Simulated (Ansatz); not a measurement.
## KTaO3 (perovskite structure)

Level of theory: DFT, PBE, scalar-relativistic, no spin polarisation; plane waves to 420 eV with PAW datasets (Ansatz 0.2.0), 8×8×8 k-mesh, Gaussian smearing of 0.05 eV; PAW files: Ansatz's generated set soft_2.

```xyz
5
Lattice="4.0244 0.0000 0.0000 0.0000 4.0244 0.0000 0.0000 0.0000 4.0244" Properties=species:S:1:pos:R:3 pbc="T T T"
K     0.0000    0.0000    0.0000
Ta    2.0122    2.0122    2.0122
O     0.0000    2.0122    2.0122
O     2.0122    2.0122    0.0000
O     2.0122    0.0000    2.0122
```

The start was a prototype's sites filled with these elements; the Crystallography Open Database holds the compound in this structure. The ideal cubic cell shuts out tilts of the octahedra, which such structures often take.

Cell and atoms are those of this level's equilibrium.

Elastic constants come from the stress of slightly strained cells with relaxed atoms, in GPa, Voigt order xx, yy, zz, yz, xz, xy in the Cartesian frame of the vectors above.

```
414.7  75.2  75.2   0.0   0.0   0.0
 75.2 414.7  75.2   0.0   0.0   0.0
 75.2  75.2 414.7   0.0   0.0   0.0
  0.0   0.0   0.0  98.5   0.0   0.0
  0.0   0.0   0.0   0.0  98.5   0.0
  0.0   0.0   0.0   0.0   0.0  98.5
```

Work out the Voigt, Reuss and Hill moduli.

Voigt: K = (C11 + C22 + C33 + 2(C12 + C13 + C23))/9 = 188 GPa, G = (C11 + C22 + C33 − C12 − C13 − C23 + 3(C44 + C55 + C66))/15 = 127 GPa. Reuss, from the compliances S = C⁻¹: K = 188 GPa, G = 118 GPa. Hill means: K = 188 GPa, G = 123 GPa.

And Young's modulus, Poisson's ratio, Pugh's ratio and the anisotropy?

E = 9KG/(3K + G) = 302 GPa, ν = (3K − 2G)/(6K + 2G) = 0.23, K/G = 1.54 (under the 1.75 that Pugh's rule, made for metals, takes as the line between brittle and ductile), universal anisotropy index 5G_V/G_R + K_V/K_R − 6 = 0.36. The eigenvalues of C are 98, 98, 98, 339, 339, 565 GPa, all positive.

What sound velocities and Debye temperature follow for a polycrystal?

With a density of 6.829 g/cm³ (mean mass 53.6 u, 13.04 Å³/atom), K = 188.3 and G = 122.7 GPa from the unrounded constants, v_l = √((K + 4G/3)/ρ) = 7180 m/s and v_t = √(G/ρ) = 4240 m/s. The mean [(1/v_l³ + 2/v_t³)/3]^(−1/3) is 4700 m/s, and θ_D = (ħ/k_B)(6π²/V)^(1/3) v_m ≈ 590 K, with V the volume an atom. This is the low-temperature, elastic estimate.

For a cubic crystal three numbers say it all: C11 = 414.7, C12 = 75.2, C44 = 98.5 GPa. K = (C11 + 2C12)/3 = 188.3 GPa. The two shear moduli are C44 and C′ = (C11 − C12)/2 = 169.8 GPa, so Zener's ratio C44/C′ is 0.58: the crystal is stiffest along ⟨100⟩ and softest along ⟨111⟩. The Cauchy pressure C12 − C44 is -23 GPa; pair forces would make it zero if every atom sat on a centre of inversion, as here.

The equation of state, an independent route, gives B0 = 188 GPa, against 188 GPa here.

Cost: 12 s on 4 threads of Arm Neoverse V2, on a shared host, peak memory 0.47 GiB.

 Spin–orbit coupling, which matters for such heavy elements, is left out.
